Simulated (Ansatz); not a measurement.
# Is this LiCl structure a true minimum?

The structure comes from a generated guess, relaxed at this level; another structure or a mixture of phases may lie lower.

The calculation used Ansatz 0.2.0, DFT PBE, scalar-relativistic, plane waves, PAW. Plane waves to 420 eV, a k mesh through Γ of 8×8×4 on the computed 4-atom cell and Gaussian smearing (0.02 eV); no spin polarisation.

The cell below (4 atoms, space group Cmcm (No. 63)) is relaxed within its symmetry.

```cif
data_structure
_symmetry_space_group_name_H-M 'P 1'
_symmetry_Int_Tables_number 1
_cell_length_a 3.9716
_cell_length_b 3.9716
_cell_length_c 9.2085
_cell_angle_alpha 90.000
_cell_angle_beta 90.000
_cell_angle_gamma 120.522
_cell_volume 125.13
loop_
_atom_site_label
_atom_site_type_symbol
_atom_site_fract_x
_atom_site_fract_y
_atom_site_fract_z
_atom_site_occupancy
Li1 Li 0.40209 0.59791 0.25000 1
Li2 Li 0.59791 0.40209 0.75000 1
Cl1 Cl 0.92944 0.07056 0.75000 1
Cl2 Cl 0.07056 0.92944 0.25000 1
```

For the test a repeat of it with 8 atoms (edges 3.94, 3.97, 18.42 Å) was strained at random (σ = 1.5 % a component), the atoms were moved at random (σ = 0.05 Å), and all was relaxed again on a coarse 4×4×1 mesh (in the run’s order of axes) with 0.10 eV smearing, with no symmetry imposed.

Weakly bound directions are ill-defined at this level, which has no dispersion term.

Question: Is the structure stable against such a distortion?

Answer: It doesn't return. The energy falls by 64 meV/atom on that mesh, the volume changes by -8.8 %, and the end has space group P-1 (No. 2) at a loose tolerance. Relaxed again on a 6×6×2 mesh with 0.02 eV smearing, the new structure lies 80 meV/atom below the first (mesh in the axes of the run's cell; the cell below is made exact in the group named). Space group P-3m1 (No. 164), trigonal, a = 4.187 Å, c = 5.291 Å. Around Li lie 3 Cl at 2.42 Å and 2 Cl at 2.64–2.65 Å; around Cl lie 3 Li at 2.42 Å and 2 Li at 2.64–2.65 Å.

```
Li Cl
1.0
     4.18686    0.00000    0.00000
    -2.09343    3.62592    0.00000
     0.00000    0.00000    5.29139
Li Cl
2 2
Direct
  0.66667 0.33333 0.74894
  0.33333 0.66667 0.25106
  0.66667 0.33333 0.25009
  0.33333 0.66667 0.74991
```
